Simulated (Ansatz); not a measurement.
# Structure optimisation: boron, A15

All numbers below come from Ansatz, DFT, RPBE, plane waves (420 eV) with PAW, scalar-relativistic. (PAW data from PBE, frozen cores regenerated.)

k-point mesh 7×7×7, Fermi-Dirac smearing 0.1 eV, no spin polarisation. Cell and atoms relax.

Starting structure:

```cif
data_structure
_symmetry_space_group_name_H-M 'P 1'
_symmetry_Int_Tables_number 1
_cell_length_a 3.7428
_cell_length_b 3.7428
_cell_length_c 3.7428
_cell_angle_alpha 90.000
_cell_angle_beta 90.000
_cell_angle_gamma 90.000
_cell_volume 52.43
loop_
_atom_site_label
_atom_site_type_symbol
_atom_site_fract_x
_atom_site_fract_y
_atom_site_fract_z
_atom_site_occupancy
B1 B 0.00000 0.00000 0.00000 1
B2 B 0.50000 0.50000 0.50000 1
B3 B 0.25000 0.00000 0.50000 1
B4 B 0.75000 0.00000 0.50000 1
B5 B 0.50000 0.25000 0.00000 1
B6 B 0.50000 0.75000 0.00000 1
B7 B 0.00000 0.50000 0.25000 1
B8 B 0.00000 0.50000 0.75000 1
```

What cell does the relaxation end in?

Pm-3n with a = 3.684 Å; 6.25 Å³ per atom against 6.55 at the start (-4.6 %).

How much energy does the relaxation gain?

9.9 meV per atom.

Path of the relaxation (the plane waves are chosen anew near the end, which can shift the energy a little):

```json
{"step": "0", "E − E(final) (meV/atom)": "9.92", "V (Å³/atom)": "6.554", "P (GPa)": "-10.10", "max force (eV/Å)": "0.000"}
{"step": "1", "E − E(final) (meV/atom)": "1.94", "V (Å³/atom)": "6.391", "P (GPa)": "-4.90", "max force (eV/Å)": "0.000"}
{"step": "2", "E − E(final) (meV/atom)": "-0.45", "V (Å³/atom)": "6.245", "P (GPa)": "0.35", "max force (eV/Å)": "0.000"}
{"step": "3", "E − E(final) (meV/atom)": "-0.45", "V (Å³/atom)": "6.254", "P (GPa)": "0.00", "max force (eV/Å)": "0.000"}
{"step": "4", "E − E(final) (meV/atom)": "0.01", "V (Å³/atom)": "6.254", "P (GPa)": "-0.10", "max force (eV/Å)": "0.000"}
{"step": "5", "E − E(final) (meV/atom)": "0.00", "V (Å³/atom)": "6.252", "P (GPa)": "0.00", "max force (eV/Å)": "0.000"}
{"step": "6", "E − E(final) (meV/atom)": "0.00", "V (Å³/atom)": "6.252", "P (GPa)": "0.00", "max force (eV/Å)": "0.000"}
```
